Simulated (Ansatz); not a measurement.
Crystal: Rh.

```
Rh
1.0
     2.73098    0.00000    0.00000
    -1.36549    2.36510    0.00000
     0.00000    0.00000    4.42849
Rh
2
Direct
  0.33333 0.66667 0.25000
  0.66667 0.33333 0.75000
```

This isn't the form of Rh at room conditions, which is fcc.

| Item | Value |
| --- | --- |
| Program | Ansatz 0.2.0 |
| Task | relaxation of cell and atoms |
| Functional | PBE0 |
| Potentials or basis | Ansatz PAW |
| Cutoff | 420 eV (not typed: the program's choice for these potentials) |
| k mesh | 6 × 6 × 3 |
| Occupations | fermi-dirac, width 0.05 eV |
| Spin | no spin polarisation |

At the start: volume 14.30 Å³/atom.

How do energy, volume and symmetry change on relaxing?

It ends after 6 steps and the volume is 13.51 Å³/atom (-5.5 %); space group P6_3/mmc (No. 194, to 0.05 Å).

The path:
```tsv
step	energy change (eV)	largest force (eV/Å)	volume (Å³)
1	0.0000	0.0000	28.60
2	-0.0955	0.0000	26.16
3	-0.1215	0.0000	27.10
4	-0.1221	0.0000	27.02
5	-0.1221	0.0000	27.02
6	-0.1209	0.0000	27.02
```

Final structure:
```xyz
2
Lattice="2.7119 0.0000 0.0000 -1.3560 2.3486 0.0000 0.0000 0.0000 4.2423" Properties=species:S:1:pos:R:3 pbc="T T T"
Rh    0.0000    1.5657    1.0606
Rh    1.3560    0.7829    3.1818
```

Caveat: the k mesh is coarse (spacing up to 0.47 Å⁻¹), so the values aren't converged, least of all with exact exchange; the plane-wave basis is chosen anew once the cell has moved, so the energies of steps on either side of that aren't comparable; the PAW data sets come from PBE, with cores solved anew for the run's functional, which leaves a small shift of forces and pressure.
